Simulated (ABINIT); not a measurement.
Zn:

```
Zn
1.0
    -1.56904    1.56904    1.56904
     1.56904   -1.56904    1.56904
     1.56904    1.56904   -1.56904
Zn
1
Direct
  0.00000 0.00000 0.00000
```

This isn't the form of Zn at room conditions, which is hcp.

```yaml
Program: ABINIT 10.8.3 (patched build)
Task: single point
Functional: PBEsol
Potentials_or_basis: PseudoDojo NC SR PBEsol v0.4.1 standard
Cutoff: 1143 eV
k_mesh: 12 × 12 × 12
Occupations: fermi-dirac, width 0.05 eV
Spin: no spin polarisation
```

On this cell: pressure -5.3 GPa; band gap on the k mesh none (metal or under the smearing width).

The same run follows on a disturbed copy (cell strained at random at fixed volume):

```xyz
1
Lattice="-1.5271 1.5617 1.5269 1.4865 -1.6588 1.5833 1.5658 1.6975 -1.6240" Properties=species:S:1:pos:R:3 pbc="T T T"
Zn   -0.0200    0.0572    0.0050
```

Question: What does the disturbed cell give?

Answer: The energy (extrapolated to zero smearing) moves by -8.4 meV/atom; pressure -5.1 GPa; band gap on the k mesh none (metal or under the smearing width).

Stress tensor (GPa, compression positive):
```
-6.24  0.63  0.17
 0.63 -4.40 -1.45
 0.17 -1.45 -4.56
```

The energy falls, though the first cell shows no forces: that form is unstable against this distortion, unless noise or another electronic state is at work.
